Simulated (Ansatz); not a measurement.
# Al: the cost of one run

Computed with Ansatz 0.2.0 (DFT PBEsol, scalar-relativistic, plane waves, PAW, unless a step's input says otherwise).

3 further runs of the same task are left out: 2 that didn't finish, 1 set aside as unsound or not needed.

## 1. The starting structure

The structure is cubic, space group Fm-3m (No. 225). The conventional cell has a = 4.048 Å, b = 4.048 Å, c = 4.048 Å, α = 90.00°, β = 90.00°, γ = 90.00°. Al (site symmetry m-3m) is surrounded by 12 Al at 2.86 Å.

Coordinates:

```
Al
1.0
     0.00000    2.02398    2.02398
     2.02398    0.00000    2.02398
     2.02398    2.02398    0.00000
Al
1
Cartesian
  0.0000 0.0000 0.0000
```

The structure comes from the Crystallography Open Database.

## 2. A distortion that keeps the symmetry

The change: strain xx, yy, zz, yz, xz, xy = -0.8, -0.8, -0.8, +0.0, +0.0, +0.0 %.

input.yaml

```yaml
crystal:
  lattice:
    - [0.0, 2.0082131958, 2.0082131958]
    - [2.0082131958, 0.0, 2.0082131958]
    - [2.0082131958, 2.0082131958, 0.0]
  atoms:
    - { symbol: Al, position: [0.0, 0.0, 0.0] }
basis:
  ecutwfc: 420
kpoints:
  mp_grid: { grid: [18, 18, 18] }
hamiltonian:
  xc: pbesol
scf:
  occupations: { method: gaussian, width: 0.1 }
output:
  forces: true
  stress: true
  eigenvalues: true
```

Started as:

```sh
$ ansatz run input.yaml --threads 1 --pin off --max-ram 1331MiB --backend cpu --events-out ev --progress --plain --runs-dir out
```

What time and memory should one allow on 1 thread of an x86-64 CPU, shared host?

About 3.5 s, with a peak of 0.29 GiB.
